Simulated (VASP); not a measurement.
# NaH: DFT settings for training a machine-learned force field, 6 variants

NaH, Fm-3m (no. 225), 32 atoms in the cell. PBE, machine-learned force field (training under varied DFT settings); PAW potentials Na, H (PBE set).

| k mesh | DFT setting moved | Force error on the training data (meV/Å) | Energy error on the training data (meV/atom) | Change of the training forces when computed anew to a tighter threshold (meV/Å) | MD steps with a DFT calculation | MD steps | Time (s) |
|---|---|---|---|---|---|---|---|
| 2 × 2 × 2 | as recommended | 1.6 | 0.015 | 0.23 | 78 | 2000 | 642 |
| 1 × 1 × 1 | Gamma point alone | 1.9 | 0.018 | 0.18 | 87 | 2000 | 261 |
| 2 × 2 × 2 | wider smearing | 1.6 | 0.017 | 0.19 | 78 | 2000 | 714 |
| 2 × 2 × 2 | narrow smearing | 1.6 | 0.016 | 0.31 | 77 | 2000 | 676 |
| 2 × 2 × 2 | loose EDIFF | 2.1 | 0.022 | 0.89 | 43 | 2000 | 246 |
| 2 × 2 × 2 | low cutoff | 1.2 | 0.014 | 0.16 | 64 | 2000 | 326 |

Limits: Each row's error is against its own DFT data: it shows how smooth they are, not how right.

## Input of the first row

INCAR.step1:
```
SYSTEM = NaH
PREC = Normal
ENCUT = 330
EDIFF = 1E-6
ISMEAR = 0
SIGMA = 0.05
ALGO = Normal
LREAL = Auto
LASPH = .TRUE.
NELM = 80
NELMIN = 4
LWAVE = .FALSE.
LCHARG = .FALSE.
GGA = PE
KPAR = 4
NCORE = 2
IBRION = 0
NSW = 2000
POTIM = 0.5
TEBEG = 150
TEEND = 300
ISYM = 0
MDALGO = 3
LANGEVIN_GAMMA = 10 10
ISIF = 2
RANDOM_SEED = 331201 0 0
ML_LMLFF = .TRUE.
ML_MODE = train
NWRITE = 0
ML_MCONF = 600
ML_MB = 1200
```

INCAR.step2:
```
SYSTEM = NaH
ML_LMLFF = .TRUE.
ML_MODE = refit
LWAVE = .FALSE.
LCHARG = .FALSE.
```

INCAR.step3:
```
SYSTEM = NaH
PREC = Normal
ENCUT = 330
EDIFF = 1E-7
ISMEAR = 0
SIGMA = 0.05
ALGO = Normal
LREAL = Auto
LASPH = .TRUE.
NELM = 80
NELMIN = 4
LWAVE = .FALSE.
LCHARG = .FALSE.
GGA = PE
KPAR = 4
NCORE = 2
IBRION = 11
ISIF = 2
NSW = 5
ISYM = 0
```

KPOINTS.step1:
```
k-points
0
Monkhorst-Pack
  2 2 2
```

KPOINTS.step2:
```
k-points
0
Gamma
  1 1 1
```

POSCAR.fr:
```
  0.018452850701    0.255641079886    0.779139127748
  0.974787105832    0.473676353335    0.504530190967
  0.992426439837    0.750387907286    0.273357716397
  0.252500769780    0.004825779886    0.766729672263
  0.983790125293    0.004816190015    0.013059956707
  0.232498629344    0.235797267076    0.512884918789
  0.244457240564    0.520770911400    0.260997705098
  0.495585891379    0.760276396664    0.761541551610
  0.265144917860    0.765673647167    0.013533987334
  0.480372181720    0.005348485127    0.519567122448
  0.494029405538    0.264871669280    0.256883120513
  0.725611911455    0.490119980856    0.753518042325
  0.505076897369    0.498055704643    0.017449590710
  0.749403675975    0.788516775083    0.536335329225
  0.740657511362    0.998948713358    0.244665469989
  0.749606009335    0.263276323802    0.992925013509
  0.517670102702    0.740544363036    0.255302140564
  0.491533845429    0.011179948048    0.020051957754
  0.498329755099    0.236191174333    0.777892465017
  0.770935585002    0.500583172673    0.280280123150
  0.504591642542    0.507659801972    0.490247247024
  0.732632909076    0.731187042873    0.991925090996
  0.745970807567    0.024679412909    0.781557004219
  0.977516140430    0.234122608265    0.256460872551
  0.743817357105    0.260133949476    0.532654751967
  0.996318913979    0.509553218283    0.026226242042
  0.017717249669    0.772996376453    0.771088949339
  0.238990539577    0.003227541301    0.291247678451
  0.012598152881    0.995145094087    0.525253980168
  0.251131324052    0.258844483647    0.005038723014
  0.249562671222    0.498535253472    0.764089844070
  0.262102486299    0.759159689394    0.509926204867

  0.026958097225    0.293218504377    0.754376308690
  0.003903220619    0.501066276456    0.477572475119
  0.032187679074    0.771967997779    0.230912636584
  0.288243515885    0.025373111649    0.754977500295
  0.011914784854    0.033893027983    0.971952029356
  0.269904313842    0.272981288412    0.506073110137
  0.268510854307    0.510706735176    0.255022037632
  0.499531699992    0.751283813644    0.747947108143
  0.270587328537    0.757843138371    0.988946598304
  0.538150812264    0.024848327302    0.527913890357
  0.482285574423    0.260061544045    0.212936157283
  0.763766516455    0.503327926530    0.724678069542
  0.574031060136    0.543407538158    0.034171216205
  0.775923495929    0.781251220842    0.516112124071
  0.767565065673    0.005441467818    0.236069402676
  0.773391408149    0.282056844969    0.982040877887
  0.518175451004    0.798194702188    0.266743749642
  0.508152156520    0.986516283368    0.000316460286
  0.514046759025    0.277363436695    0.749582558298
  0.769294399217    0.510152505416    0.244191170915
  0.500118095593    0.518298096101    0.489342662088
  0.760333836965    0.751760431858    0.974791132516
  0.782569793834    0.045404686998    0.754782804624
  0.009475715220    0.245087032334    0.253595964191
  0.787305739420    0.300970718679    0.530154547036
  0.008348691675    0.538261782567    0.976505754368
  0.015453070849    0.798946352626    0.755352214583
  0.286674261844    0.044323753477    0.264362950777
  0.019573884240    0.008987899296    0.472551263730
  0.272955579359    0.296050189473    0.003450788124
  0.273237358995    0.527183866902    0.785062581142
  0.277996787295    0.788555740761    0.499676660818

  0.006971181783    0.236059013059    0.724737879329
  0.005741552718    0.504454346666    0.475035578461
  0.029730373297    0.730742433225    0.240931098078
  0.281233281541    0.009831878696    0.752321674261
  0.016996886639    0.962260673840    0.970890117945
  0.229879651698    0.224028062361    0.445586944419
  0.286391374710    0.519127302941    0.272207742003
  0.518822677069    0.739060526858    0.761978987090
  0.284262208647    0.720614168011    0.972520058964
  0.505474571930    0.976140873537    0.460065869185
  0.487265799991    0.207480581550    0.189868224908
  0.746292034871    0.478803645085    0.732354308594
  0.537422548318    0.484547632169    0.997895751203
  0.756757644985    0.722121530088    0.483834140314
  0.767328723399    0.970048600077    0.207106301918
  0.785403992962    0.238034684547    0.972442436515
  0.496729534664    0.723074625087    0.211060251701
  0.526303091562    0.998097202264    0.986558239759
  0.547186375665    0.251542210720    0.766802499707
  0.780795865717    0.483045543764    0.217028138945
  0.514715100760    0.487099471212    0.501352331109
  0.744760269604    0.734760548081    0.994300454575
  0.730224525661    0.940982190499    0.695163563313
  0.021187840484    0.255321763842    0.239780254832
  0.757147088006    0.225942581726    0.463772857033
  0.008396862073    0.484635569690    0.971627616413
  0.972428217336    0.707297756279    0.710033782168
  0.231063314085    0.987569367472    0.220942470296
  0.017977202889    0.005902114673    0.501700986644
  0.253903184486    0.225917172423    0.974256120821
  0.248789532136    0.515842847227    0.729542806660
  0.257603486101    0.750631733090    0.474958458286

  0.986577668526    0.225027075380    0.694216337257
  0.994554622116    0.458566133454    0.448364907547
  0.005550794446    0.719306208299    0.216906844502
  0.243094957035    0.973689554019    0.720596607022
  0.993196047066    0.988421244970    0.975955643805
  0.283153184495    0.234941684620    0.480434465241
  0.266745963673    0.477296414633    0.199024168221
  0.506750005172    0.702561246127    0.661679188141
  0.255171158833    0.718429380407    0.961814053262
  0.502037469738    0.952642298443    0.460809827622
  0.497650252882    0.198412070800    0.206289750127
  0.763650087611    0.475100629624    0.732336649167
  0.517277200694    0.478850683387    0.977029294335
  0.787167385641    0.743515050481    0.469331153541
  0.741982659288    0.956451007093    0.172617914830
  0.733066845292    0.195109021732    0.954785637340
  0.543178055075    0.764974795141    0.246301715367
  0.520887723289    0.978945562750    0.007860071202
  0.537180908661    0.249506333966    0.765846741367
  0.764097605099    0.470550082274    0.220806440302
  0.515752772447    0.475083829130    0.471090927503
  0.772977715193    0.716814346332    0.971220269337
  0.760719194791    0.998658951880    0.748231555855
  0.023724269767    0.245010764381    0.228251108593
  0.785272507645    0.265363716608    0.481011248951
  0.024744321181    0.467014711972    0.936074258641
  0.016020188165    0.736908383170    0.731915524021
  0.270682872398    0.978427512333    0.222658455432
  0.041446349069    0.965845941130    0.498510032289
  0.227377761587    0.229603776875    0.953967025958
  0.297270030715    0.500411101417    0.734012999150
  0.228261667902    0.690299384231    0.432294370040
```

POSCAR.step1:
```
NaH
1.0
   -4.880000000000      4.880000000000      4.880000000000
    4.880000000000     -4.880000000000      4.880000000000
    4.880000000000      4.880000000000     -4.880000000000
Na H
16 16
Direct
   -0.009668364453      0.243543280447      0.736928542495
    0.007658317204      0.503259128918      0.509568596950
   -0.000221524086      0.751205523259      0.241778108550
    0.244094918720      0.002467957248      0.761726752984
    0.011083411042     -0.004643746506      0.003945208301
    0.242334494880      0.232200650722      0.488837104291
    0.242614841015      0.491746302465      0.243131389852
    0.495988623586      0.749778364010      0.753014093228
    0.245001015998      0.742417711814      0.007619834838
    0.492906336593     -0.002642737815      0.492392556461
    0.499894290900      0.241840341264      0.242200440455
    0.741122232568      0.495693474909      0.741686900065
    0.493050678194      0.494672890353     -0.015040190458
    0.761599695228      0.747585477774      0.500374669037
    0.744900075257     -0.019054508115      0.239391263383
    0.738044275846      0.237979267000      0.000471450078
    0.504341457995      0.754478963164      0.246992545767
    0.497781162714     -0.014018972772     -0.002725849857
    0.503739291724      0.256869510633      0.742796532411
    0.768895382471      0.507439320567      0.268442288541
    0.501438963158      0.501465458183      0.510362759897
    0.755863758827      0.747131685173      0.007871068163
    0.753614711265      0.004905836214      0.751030180764
    0.000553398811      0.249246758320      0.246820057598
    0.750189407563      0.256140201937      0.495315883559
   -0.015268077932      0.484133362687     -0.015366373506
   -0.008186340660      0.749975015781      0.753727646988
    0.246104244723     -0.013468414283      0.245605182848
   -0.003582262283     -0.015176962729      0.495954394584
    0.247220715734      0.245280080834     -0.002023768593
    0.255052536966      0.496489827167      0.757897620107
    0.237449722406      0.740999549535      0.480966888131
```

POSCAR.step2:
```
NaH
1.0
   -4.8800000000      4.8800000000      4.8800000000
    4.8800000000     -4.8800000000      4.8800000000
    4.8800000000      4.8800000000     -4.8800000000
Na H
16 16
Direct
    0.0000000000      0.2500000000      0.7500000000
    0.0000000000      0.5000000000      0.5000000000
    0.0000000000      0.7500000000      0.2500000000
    0.2500000000      0.0000000000      0.7500000000
    0.0000000000      0.0000000000      0.0000000000
    0.2500000000      0.2500000000      0.5000000000
    0.2500000000      0.5000000000      0.2500000000
    0.5000000000      0.7500000000      0.7500000000
    0.2500000000      0.7500000000      0.0000000000
    0.5000000000      0.0000000000      0.5000000000
    0.5000000000      0.2500000000      0.2500000000
    0.7500000000      0.5000000000      0.7500000000
    0.5000000000      0.5000000000      0.0000000000
    0.7500000000      0.7500000000      0.5000000000
    0.7500000000      0.0000000000      0.2500000000
    0.7500000000      0.2500000000      0.0000000000
    0.5000000000      0.7500000000      0.2500000000
    0.5000000000      0.0000000000      0.0000000000
    0.5000000000      0.2500000000      0.7500000000
    0.7500000000      0.5000000000      0.2500000000
    0.5000000000      0.5000000000      0.5000000000
    0.7500000000      0.7500000000      0.0000000000
    0.7500000000      0.0000000000      0.7500000000
    0.0000000000      0.2500000000      0.2500000000
    0.7500000000      0.2500000000      0.5000000000
    0.0000000000      0.5000000000      0.0000000000
    0.0000000000      0.7500000000      0.7500000000
    0.2500000000      0.0000000000      0.2500000000
    0.0000000000      0.0000000000      0.5000000000
    0.2500000000      0.2500000000      0.0000000000
    0.2500000000      0.5000000000      0.7500000000
    0.2500000000      0.7500000000      0.5000000000
```

POSCAR.step3:
```
NaH
1.0
   -4.880000000000      4.880000000000      4.880000000000
    4.880000000000     -4.880000000000      4.880000000000
    4.880000000000      4.880000000000     -4.880000000000
Na H
16 16
Direct
    0.990969231536      0.244019089590      0.740709033933
    0.006439176124      0.502407209323      0.504833361706
    0.997670571257      0.752329258482      0.238750832497
    0.241831308269      0.003483784676      0.762175569751
    0.012903387438      0.997052845439      0.003011528338
    0.237703977937      0.234440748472      0.485451234087
    0.241469099607      0.488152611032      0.241975477564
    0.495131101485      0.744798689220      0.751542932028
    0.243700838858      0.744949998972      0.010357743671
    0.496288145427      0.996586396332      0.492307028660
    0.499376857823      0.244156702580      0.244759516397
    0.744374127743      0.502626390438      0.745155642748
    0.487094995500      0.497183869880      0.983243647486
    0.764294656687      0.748751260601      0.505670182010
    0.742598606007      0.983913425128      0.240516408504
    0.742368810013      0.243228601243      0.007979198865
    0.492332932344      0.758998926276      0.246047493678
    0.501096778349      0.993607916842      0.000316684789
    0.508478765597      0.255990185282      0.767975727680
    0.759973958098      0.497389736255      0.247839220764
    0.502423348137      0.490017876263      0.494969974610
    0.773221550485      0.757738499532      0.009586333519
    0.759492331932      0.998997741899      0.764624873394
    0.014927214727      0.256654936901      0.272974290995
    0.753765505037      0.256270065402      0.521964844802
    0.987342526180      0.483506966392      0.977889739609
    0.019540121665      0.762382912062      0.757771603609
    0.278844681063      0.997038211052      0.254381955037
    0.992517221795      0.985241824860      0.486231784354
    0.247727654503      0.225188431776      0.986063111162
    0.245840661718      0.506789810611      0.752009342112
    0.241425908185      0.735635885955      0.491826297280
```

Commands (each step's output is kept before the next begins):
```
cat potpaw_PBE.64/Na/POTCAR potpaw_PBE.64/H/POTCAR > POTCAR
# POSCAR: the crystal's sites, moved at random by about 0.06 A along each axis
cp INCAR.step1 INCAR
cp KPOINTS.step1 KPOINTS
cp POSCAR.step1 POSCAR
mpirun -np 8 vasp_std > vasp.out
cp ML_ABN ../ML_AB.mesh
cp ML_ABN ML_AB
cp INCAR.step2 INCAR
cp KPOINTS.step2 KPOINTS
cp POSCAR.step2 POSCAR
mpirun -np 8 vasp_gam > vasp.out
# POSCAR.fr: 4 further structures after the one in POSCAR, taken evenly from ML_AB
cp INCAR.step3 INCAR
cp KPOINTS.step1 KPOINTS
cp POSCAR.step3 POSCAR
mpirun -np 8 vasp_std < POSCAR.fr > vasp.out
```

Changes of the last row against the first:
```
- ENCUT = 330
+ ENCUT = 200
```

VASP 6.6.1 took 642 s on 8 cores (Intel Xeon 6975P-C (Granite Rapids)), a shared host.
